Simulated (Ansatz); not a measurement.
**PbSe (Clausthalite) under changes of volume**

One of the cells (28.671 Å³/atom); the others are scaled copies at fixed shape and fractional positions:

```xyz
2
Lattice="0.0000 3.0606 3.0606 3.0606 0.0000 3.0606 3.0606 3.0606 0.0000" Properties=species:S:1:pos:R:3 pbc="T T T"
Pb    0.0000    0.0000    0.0000
Se    3.0606    3.0606    3.0606
```

- Program: Ansatz 0.2.0
- Functional: PBE
- Potentials or basis: Ansatz PAW
- Cutoff: 420 eV (not typed: the program's choice for these potentials)
- k mesh: 8 × 8 × 8
- Occupations: fermi-dirac, width 0.05 eV
- Spin: no spin polarisation

```csv
volume (Å³/atom),energy over the lowest point (meV/atom),pressure (GPa),gap on the mesh (eV)
26.951,?,?,?
27.524,35.87,4.9,0.14
28.097,20.54,3.6,0.22
28.671,9.73,2.4,0.29
29.244,3.02,1.3,0.35
29.818,0.00,0.4,0.41
30.391,0.31,-0.5,0.47
```

Task: What does the run at 26.951 Å³/atom give?

Result: Energy over the lowest point 56.16 meV/atom; pressure 6.4 GPa; gap on the mesh 0.06 eV.

Worked out: A Birch-Murnaghan fit of order 3 (a polynomial in V^(-2/3)) to the other rows has its minimum at 30.05 Å³/atom with B0 = V·E''(V) = 47 GPa and B' = 4.3. It gives 56.23 meV/atom at 26.951 Å³/atom, against the run's 56.16, and -dE/dV = 6.4 GPa, against 6.4.

Energies are extrapolated to zero smearing.

Caveats: spin-orbit coupling is left out, which as a rule narrows the gap of such compounds by several tenths of an eV.

A mesh can miss the band edges.
